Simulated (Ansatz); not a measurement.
## Fields on a plane of NaBr (rock salt)

```
CELL_PARAMETERS angstrom
      0.00000     3.01799     3.01799
      3.01799     0.00000     3.01799
      3.01799     3.01799     0.00000
ATOMIC_POSITIONS crystal
  Br 0.00000 0.00000 0.00000
  Na 0.50000 0.50000 0.50000
```

The slice is a {111} plane (indices of the conventional cell) through the point (0.500, 0.500, 0.500) (fractional), spanned by u = [100] and v = [-1 2 0] in vectors of this cell: u (4.27 Å) and v (7.39 Å, at 90° to u). It covers one period; positions are fractions (u, v).

Atoms on it: Na at (0.00, 0.00); Na at (0.50, 0.50).

These are PBE (plane waves to 420 eV, PAW, scalar-relativistic; Ansatz, a first-principles code) values and carry that method's errors. k mesh 10×10×10. These are valence fields of a PAW run, semicore shells included where kept as valence: close to a nucleus they are smooth pseudo fields. NaBr was relaxed with its symmetry unable to fall.

```
|xxxxxxxxxx--**%%@@@@@@%%**--xxxxxxxx|
|xxxxxxxx  ==##%%@@@@@@%%##==  xxxxxx|
|xxxxxxxx::++##@@@@@@@@@@##++::xxxxxx|
|xxxx  ::++##%%@@@@@@@@@@%%##++::  xx|
|::--==++##%%@@@@@@@@@@@@@@%%##++==--|
|******##%%@@@@@@@@@@@@@@@@@@%%##****|
|%%%%%%%%@@@@@@@@@@@@@@@@@@@@@@%%%%%%|
|@@@@@@@@@@@@@@@@@@@@@@@@@@@@@@@@@@@@|
|@@@@@@@@@@@@%%%%%%%%%%%%%%@@@@@@@@@@|
|@@@@@@@@@@%%##**********##%%@@@@@@@@|
|@@@@@@@@%%##++==--::--==++##%%@@@@@@|
|@@@@@@%%##++::  xxxxxx  ::++##%%@@@@|
|@@@@@@##++::xxxxxxxxxxxxxx::++##@@@@|
|@@@@%%##==  xxxxxxxxxxxxxx  ==##%%@@|
|@@@@%%**--xxxxxxxxxxxxxxxxxx--**%%@@|
|@@@@%%**--xxxxxxxxxxxxxxxxxx--**%%@@|
|@@@@%%**--xxxxxxxxxxxxxxxxxx--**%%@@|
|@@@@%%##==  xxxxxxxxxxxxxx  ==##%%@@|
|@@@@@@##++::xxxxxxxxxxxxxx::++##@@@@|
|@@@@@@%%##++::  xxxxxx  ::++##%%@@@@|
|@@@@@@@@%%##++==--::--==++##%%@@@@@@|
|@@@@@@@@@@%%##**********##%%@@@@@@@@|
|@@@@@@@@@@@@%%%%%%%%%%%%%%@@@@@@@@@@|
|@@@@@@@@@@@@@@@@@@@@@@@@@@@@@@@@@@@@|
|%%%%%%%%@@@@@@@@@@@@@@@@@@@@@@%%%%%%|
|******##%%@@@@@@@@@@@@@@@@@@%%##****|
|::--==++##%%@@@@@@@@@@@@@@%%##++==--|
|xxxx  ::++##%%@@@@@@@@@@%%##++::  xx|
|xxxxxxxx::++##@@@@@@@@@@##++::xxxxxx|
|xxxxxxxx  ==##%%@@@@@@%%##==  xxxxxx|
|xxxxxxxxxx--**%%@@@@@@%%**--xxxxxxxx|
|xxxxxxxxxx--**%%@@@@@@%%**--xxxxxxxx|
```
Scale: ten equal steps from 0.21 (start of ' ') to 5.80 (end of '@'), in the order ' .:-=+*#%@'. Values: electrostatic potential energy of an electron, from the cell's mean, in eV. The map has 18 points along u (two characters each, u = 0 at the left) and 32 along v (v = 0 in the bottom row). Points within 1 Å of a nucleus are blanked (x), as the pseudised field means little there. The zero, the cell's mean, hangs on the PAW cores.

```
|@@@@##==::                  ::==##@@|
|%%##++--..                  ..--++##|
|++==--..                      ..--==|
|::::..                          ..::|
|                  ..                |
|                                    |
|                                    |
|                                    |
|                                    |
|                                    |
|..                                  |
|              ..::::::..            |
|            ..--==++==--..          |
|          ..--++##%%##++--..        |
|          ::==##@@@@@@##==::        |
|          ::==%%@@@@@@%%==::        |
|          ::==##@@@@@@##==::        |
|          ..--++##%%##++--..        |
|            ..--==++==--..          |
|              ..::::::..            |
|..                                  |
|                                    |
|                                    |
|                                    |
|                                    |
|                                    |
|                  ..                |
|::::..                          ..::|
|++==--..                      ..--==|
|%%##++--..                  ..--++##|
|@@@@##==::                  ::==##@@|
|@@@@%%==::                  ::==%%@@|
```
Scale: ten equal steps from -1.58 (start of ' ') to 1.32 (end of '@'), in the order ' .:-=+*#%@'. Values: log₁₀ of the valence density in e/Å³. The map has 18 points along u (two characters each, u = 0 at the left) and 32 along v (v = 0 in the bottom row). The scale is logarithmic, as a density can span decades between atoms and voids.
